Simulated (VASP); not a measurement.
# Mo (Im-3m) in VASP: further runs, part 2 of 2

VASP 6.6.1.

## 5. Single point, PBE

Contents of INCAR:

```
ADDGRID = F
ALGO = Normal
EDIFF = 1E-7
ENCUT = 450
GGA = PE
ISIF = 2
ISMEAR = 1
LASPH = T
LCHARG = F
LREAL = F
LWAVE = F
NBANDS = 13
NELM = 100
PREC = Accurate
SIGMA = 0.2
```

Contents of KPOINTS:

```
k-points
0
Gamma
  7 7 7
```

Contents of POSCAR:

```
Mo
1.0
   -1.5838089719      1.5838089719      1.5838089719
    1.5838089719     -1.5838089719      1.5838089719
    1.5838089719      1.5838089719     -1.5838089719
Mo
1
Direct
    0.0000000000      0.0000000000      0.0000000000
```

Potentials or basis: VASP PAW PBE potentials, release 64 (Mo_sv).

Started as:

```
cat potpaw_PBE.64/Mo_sv/POTCAR > POTCAR
mpirun -np 1 vasp_std > vasp.out
```

OUTCAR:

```text
EDIFF = 1E-7
   ENCUT = 450
   GGA = PE
   ISIF = 2
   ISMEAR = 1
   LASPH = T
   LREAL = F
   NELM = 100
   PREC = Accurate

 Found     20 irreducible k-points:

 Following reciprocal coordinates:
            Coordinates               Weight
  0.000000  0.000000  0.000000      1.000000
  0.142857  0.000000  0.000000     12.000000
  0.285714  0.000000  0.000000     12.000000
  0.428571  0.000000  0.000000     12.000000
  0.142857  0.142857  0.000000     24.000000
  0.285714  0.142857 -0.000000     48.000000
   k-points           NKPTS =     20   k-points in BZ     NKDIM =     20   number of bands    NBANDS=     13
   number of dos      NEDOS =    301   number of ions     NIONS =      1
   total plane-waves  NPLWV =   8000
   dimension x,y,z NGX =    20 NGY =   20 NGZ =   20
   dimension x,y,z NGXF=    40 NGYF=   40 NGZF=   40
   ions per type =               1
   NGX,Y,Z   is equivalent  to a cutoff of  12.12, 12.12, 12.12 a.u.
   NGXF,Y,Z  is equivalent  to a cutoff of  24.24, 24.24, 24.24 a.u.
 SYSTEM =  unknown system
   PREC   = accura    normal or accurate (medium, high low for compatibility)
   ISTART =      0    job   : 0-new  1-cont  2-samecut
   ICHARG =      2    charge: 1-file 2-atom 10-const
   ISPIN  =      1    spin polarized calculation?
   LNONCOLLINEAR =      F non collinear calculations
   LSORBIT =      F    spin-orbit coupling
   LASPH  =      T    aspherical Exc in radial PAW
   ENCUT  =  450.0 eV  33.07 Ry    5.75 a.u.   4.74  4.74  4.74*2*pi/ulx,y,z
   NELM   =    100;   NELMIN=  2; NELMDL= -5     # of ELM steps
   EDIFF  = 0.1E-06   stopping-criterion for ELM
   LREAL  =      F    real-space projection
   EDIFFG = 0.1E-05   stopping-criterion for IOM
   NSW    =      0    number of steps for IOM
   IBRION =     -1    ionic relax: 0-MD 1-quasi-New 2-CG
   NFREE  =      0    steps in history (QN), initial steepest desc. (CG)
   ISIF   =      2    stress and relaxation
   ISYM   =      2    0-nonsym 1-usesym 2-fastsym
   POTIM  = 0.5000    time-step for ionic-motion
   TEBEG  =    0.0;   TEEND  =   0.0 temperature during run
   PSTRESS=    0.0 pullay stress
   NELECT =      14.0000    total number of electrons
   NUPDOWN=      -1.0000    fix difference up-down
   EMIN   =  10.00;   EMAX   =-10.00  energy-range for DOS
   EFERMI =   0.00;   METHOD = LEGACY
   ISMEAR =     1;   SIGMA  =   0.20  broadening in eV -4-tet -1-fermi 0-gaus
   EFERMI_NEDOS =   21; number of points for ismear=-14 and -15
   IALGO  =     38    algorithm
   IMIX   =      4    mixing-type and parameters
     AMIX     =   0.40;   BMIX     =  1.00
     AMIX_MAG =   1.60;   BMIX_MAG =  1.00
  volume/ion in A,a.u.               =      15.89       107.24
  Fermi-wavevector in a.u.,A,eV,Ry     =   1.569380  2.965698 33.510508  2.462953
  Thomas-Fermi vector in A             =   2.671271
   LORBIT       =      0    0 simple, 1 ext, 2 COOP (PROOUT), +10 PAW based schemes
   GGA     = PE    functional components
   LHFCALC =     F    Hartree Fock is set to
   AEXX    =    0.0000 exact exchange contribution
   IVDW    =     0    specifies the selected vdW correction
   LEPSILON=     F    determine dielectric tensor
   LRPA    =     F    only Hartree local field effects (RPA)
 non-spin polarized calculation
 Methfessel and Paxton  Order N= 1 SIGMA  =   0.20
  energy-cutoff  :      450.00
  volume of cell :       15.89
 maximum number of plane-waves:       369
   NGX =  9   NGY =  9   NGZ =  9

 number of electron      14.0000005 magnetization

 Free energy of the ion-electron system (eV)
  ---------------------------------------------------
  ext. energy  EPLUGINS =         0.00000000
  ---------------------------------------------------
  free energy    TOTEN  =       -10.89946620 eV

  energy without entropy =      -10.89252366  energy(sigma->0) =      -10.89715202

 E-fermi :  12.2963     XC(G=0): -13.2986

 val. band max:       12.1890077064   @ k =  -0.2857   0.2857   0.2857
 cond. band min:      12.3146964430   @ k =  -0.2857   0.2857   0.1429
 fundamental gap:      0.1256887366
 Fermi energy:        12.2962986934

 k-point     1 :       0.0000    0.0000    0.0000
  band No.  band energies     occupation
      1     -48.9518      2.00000
      2     -22.2561      2.00000
      3     -22.2561      2.00000
      4     -22.2561      2.00000
      5       5.1489      2.00000
      6      10.9933      2.00000
      7      10.9933      2.00000
      8      10.9933      2.00000
      9      13.9602     -0.00000
     10      13.9602     -0.00000
     11      27.1366      0.00000
     12      27.1366      0.00000
     13      27.1366      0.00000

 k-point     2 :       0.1429    0.0000    0.0000
  band No.  band energies     occupation
      1     -48.9059      2.00000
      2     -22.5204      2.00000
      3     -22.3383      2.00000
      4     -22.2579      2.00000
      5       5.9785      2.00000
      6      10.5429      2.00000
      7      10.8702      2.00000
      8      11.8068      2.00292
      9      13.4702     -0.00000
     10      13.9879     -0.00000
     11      27.5977      0.00000
     12      28.4400      0.00000
     13      28.5762      0.00000

 k-point     3 :       0.2857    0.0000    0.0000
  band No.  band energies     occupation
      1     -48.8016      2.00000
      2     -23.0889      2.00000
      3     -22.5191      2.00000
      4     -22.2623      2.00000
      5       7.3141      2.00000
      6       9.6757      2.00000
      7      11.0155      2.00000
      8      13.5580     -0.00000
      9      13.9971     -0.00000
     10      14.1907     -0.00000
     11      26.5443      0.00000
     12      27.6399      0.00000
     13      32.2694      0.00000

 k-point     4 :       0.4286    0.0000    0.0000
  band No.  band energies     occupation
      1     -48.7165      2.00000
      2     -23.5230      2.00000
      3     -22.6603      2.00000
      4     -22.2659      2.00000
      5       7.1818      2.00000
      6       9.0827      2.00000
      7      13.1831     -0.00000
      8      14.0653     -0.00000
      9      14.5279     -0.00000
     10      16.4761      0.00000
     11      24.3672      0.00000
     12      24.5665      0.00000
     13      30.2309      0.00000

 k-point     5 :       0.1429    0.1429    0.0000
  band No.  band energies     occupation
      1     -48.8307      2.00000
      2     -22.9079      2.00000
      3     -22.4407      2.00000
      4     -22.3190      2.00000
      5       7.2667      2.00000
      6      10.1615      2.00000
      7      10.1747      2.00000
      8      13.0925     -0.00000
      9      13.5770     -0.00000
     10      14.3546     -0.00000
     11      28.0906      0.00000
     12      28.2559      0.00000
     13      29.9345      0.00000

 k-point     6 :       0.2857    0.1429   -0.0000
  band No.  band energies     occupation
      1     -48.7357      2.00000
      2     -23.3267      2.00000
      3     -22.6623      2.00000
      4     -22.3456      2.00000
      5       7.9165      2.00000
      6       9.4153      2.00000
      7      10.9778      2.00000
      8      13.5162     -0.00000
      9      14.6737     -0.00000
     10      16.5409      0.00000
     11      25.3455      0.00000
     12      26.4606      0.00000
     13      30.1212      0.00000

 [... further k-points ...]

------------------------ aborting loop because EDIFF is reached ----------------------------------------

  FORCE on cell =-STRESS in cart. coord.  units (eV):
  Direction    XX          YY          ZZ          XY          YZ          ZX
  --------------------------------------------------------------------------------------
  -------------------------------------------------------------------------------------
  Total       -0.0640927     -0.0640927     -0.0640927      0.0000000      0.0000000      0.0000000
  in kB       -6.4617618     -6.4617618     -6.4617618      0.0000000      0.0000000      0.0000000
  external PRESSURE =      -6.4617618 kB  Pullay stress =       0.0000000 kB

 VOLUME and BASIS-vectors are now :
 -----------------------------------------------------------------------------
  energy-cutoff  :      450.00
  volume of cell :       15.89
      direct lattice vectors                 reciprocal lattice vectors
    -1.583808972  1.583808972  1.583808972     0.000000000  0.315694638  0.315694638
     1.583808972 -1.583808972  1.583808972     0.315694638  0.000000000  0.315694638
     1.583808972  1.583808972 -1.583808972     0.315694638  0.315694638  0.000000000

 POSITION                                       TOTAL-FORCE (eV/Angst)
 -----------------------------------------------------------------------------------
      0.00000      0.00000      0.00000         0.000000      0.000000      0.000000
 -----------------------------------------------------------------------------------
    total drift:                                0.000000     -0.000000      0.000000

  FREE ENERGIE OF THE ION-ELECTRON SYSTEM (eV)
  ---------------------------------------------------
  free  energy   TOTEN  =       -10.8994662008 eV

  energy  without entropy=      -10.8925236632  energy(sigma->0) =      -10.89715202
```

OSZICAR:

```text
N       E                     dE             d eps       ncg     rms          rms(c)
DAV:   1     0.852376856806E+02    0.85238E+02   -0.74646E+03   528   0.989E+02
DAV:   2    -0.104670678929E+02   -0.95705E+02   -0.92217E+02   620   0.296E+02
DAV:   3    -0.115583451906E+02   -0.10913E+01   -0.10877E+01   560   0.316E+01
DAV:   4    -0.115606852133E+02   -0.23400E-02   -0.23400E-02   600   0.179E+00
DAV:   5    -0.115607000671E+02   -0.14854E-04   -0.14853E-04   570   0.124E-01    0.141E+01
DAV:   6    -0.109878289132E+02    0.57287E+00   -0.71384E-01   535   0.103E+01    0.383E+00
DAV:   7    -0.109034336098E+02    0.84395E-01   -0.15386E-01   555   0.458E+00    0.992E-01
DAV:   8    -0.108994036109E+02    0.40300E-02   -0.40623E-03   550   0.804E-01    0.200E-01
DAV:   9    -0.108994561106E+02   -0.52500E-04   -0.12197E-04   575   0.136E-01    0.796E-02
DAV:  10    -0.108994657227E+02   -0.96121E-05   -0.13923E-05   560   0.431E-02    0.940E-03
DAV:  11    -0.108994663308E+02   -0.60806E-06   -0.17339E-07   559   0.418E-03    0.167E-03
DAV:  12    -0.108994661807E+02    0.15006E-06   -0.76601E-09   275   0.968E-04    0.170E-04
DAV:  13    -0.108994662008E+02   -0.20042E-07   -0.39177E-10   260   0.237E-04
   1 F= -.10899466E+02 E0= -.10897152E+02  d E =-.694254E-02
```

Run time: 2.6 s. Hardware: 1 thread of Intel Xeon 6975P-C (Granite Rapids), shared host; peak memory 0.12 GiB.

These settings aren't checked as converged: the numbers below hold their error.

What came out:

| Item | Value |
| --- | --- |
| Free energy | -10.8995 eV |
| Pressure | -0.6 GPa |
| Band gap on the k mesh | none (metal or under the smearing width) |

Caveat: the k mesh is coarse (spacing up to 0.40 Å⁻¹), so the values aren't converged.

## 6. Single point, PBE

INCAR is that of step 5.

KPOINTS is that of step 5.

Contents of POSCAR:

```
Mo
1.0
   -1.6018940000      1.6123050000      1.5868230000
    1.5840600000     -1.5829550000      1.5396390000
    1.5998790000      1.5809390000     -1.5574730000
Mo
1
Direct
   -0.0100820000     -0.0008690000      0.0196120000
```

Potentials or basis: VASP PAW PBE potentials, release 64 (Mo_sv).

Started as:

```
cat potpaw_PBE.64/Mo_sv/POTCAR > POTCAR
mpirun -np 1 vasp_std > vasp.out
```

OUTCAR:

```text
EDIFF = 1E-7
   ENCUT = 450
   GGA = PE
   ISIF = 2
   ISMEAR = 1
   LASPH = T
   LREAL = F
   NELM = 100
   PREC = Accurate

 Found    172 irreducible k-points:

 Following reciprocal coordinates:
            Coordinates               Weight
  0.000000  0.000000  0.000000      1.000000
  0.142857  0.000000  0.000000      2.000000
  0.285714  0.000000  0.000000      2.000000
  0.428571 -0.000000  0.000000      2.000000
  0.000000  0.142857  0.000000      2.000000
  0.142857  0.142857  0.000000      2.000000
   k-points           NKPTS =    172   k-points in BZ     NKDIM =    172   number of bands    NBANDS=     13
   number of dos      NEDOS =    301   number of ions     NIONS =      1
   total plane-waves  NPLWV =   8000
   dimension x,y,z NGX =    20 NGY =   20 NGZ =   20
   dimension x,y,z NGXF=    40 NGYF=   40 NGZF=   40
   ions per type =               1
   NGX,Y,Z   is equivalent  to a cutoff of  11.99, 12.23, 12.15 a.u.
   NGXF,Y,Z  is equivalent  to a cutoff of  23.99, 24.47, 24.31 a.u.
 SYSTEM =  unknown system
   PREC   = accura    normal or accurate (medium, high low for compatibility)
   ISTART =      0    job   : 0-new  1-cont  2-samecut
   ICHARG =      2    charge: 1-file 2-atom 10-const
   ISPIN  =      1    spin polarized calculation?
   LNONCOLLINEAR =      F non collinear calculations
   LSORBIT =      F    spin-orbit coupling
   LASPH  =      T    aspherical Exc in radial PAW
[... 67 lines left out ...]
      8      11.1817      2.00000
      9      13.8168     -0.00000
     10      14.1162     -0.00000
     11      26.9295      0.00000
     12      27.0299      0.00000
     13      27.4718      0.00000
[... 66 lines left out ...]
  band No.  band energies     occupation
      1     -48.8274      2.00000
      2     -22.9062      2.00000
      3     -22.4358      2.00000
      4     -22.3169      2.00000
      5       7.2772      2.00000
      6      10.0868      2.00000
      7      10.1770      2.00000
      8      13.1998     -0.00000
      9      13.5551     -0.00000
     10      14.3799     -0.00000
     11      28.1074      0.00000
     12      28.3396      0.00000
     13      29.9756      0.00000

 [... further k-points ...]

------------------------ aborting loop because EDIFF is reached ----------------------------------------

  FORCE on cell =-STRESS in cart. coord.  units (eV):
  Direction    XX          YY          ZZ          XY          YZ          ZX
  --------------------------------------------------------------------------------------
  -------------------------------------------------------------------------------------
  Total       -0.1002261     -0.1336366      0.0312304      0.0073797     -0.1849005      0.1071222
  in kB      -10.1046904    -13.4730947      3.1486105      0.7440146    -18.6414698     10.7999436
  external PRESSURE =      -6.8097248 kB  Pullay stress =       0.0000000 kB

 VOLUME and BASIS-vectors are now :
 -----------------------------------------------------------------------------
  energy-cutoff  :      450.00
  volume of cell :       15.89
      direct lattice vectors                 reciprocal lattice vectors
    -1.601894000  1.612305000  1.586823000     0.001971750  0.310249238  0.316949110
     1.584060000 -1.582955000  1.539639000     0.315876418 -0.002757309  0.321678072
     1.599879000  1.580939000 -1.557473000     0.314268351  0.313370033 -0.001149142

 POSITION                                       TOTAL-FORCE (eV/Angst)
 -----------------------------------------------------------------------------------
      0.02832      0.04548      3.07858         0.000000      0.000000     -0.000000
 -----------------------------------------------------------------------------------
    total drift:                                0.000001      0.000000     -0.000005

  FREE ENERGIE OF THE ION-ELECTRON SYSTEM (eV)
  ---------------------------------------------------
  free  energy   TOTEN  =       -10.8962218843 eV

  energy  without entropy=      -10.8913462562  energy(sigma->0) =      -10.89459667
```

stdout:

```text
POSCAR found type information on POSCAR Mo
 POSCAR found :  1 types and       1 ions
 scaLAPACK will be used
 LDA part: xc-table for (Slater+PW92), standard interpolation
 POSCAR, INCAR and KPOINTS ok, starting setup
 FFT: planning ... GRIDC
 FFT: planning ... GRID_SOFT
 FFT: planning ... GRID
 WAVECAR not read
 entering main loop
```

Run time: 13 s. Hardware: 1 thread of Intel Xeon 6975P-C (Granite Rapids), shared host; peak memory 0.14 GiB.

These settings aren't checked as converged: the numbers below hold their error.

What came out:

| Property | Result |
| --- | --- |
| Free energy | -10.8962 eV |
| Pressure | -0.7 GPa |
| Band gap on the k mesh | none (metal or under the smearing width) |

Caveat: the k mesh is coarse (spacing up to 0.40 Å⁻¹), so the values aren't converged.
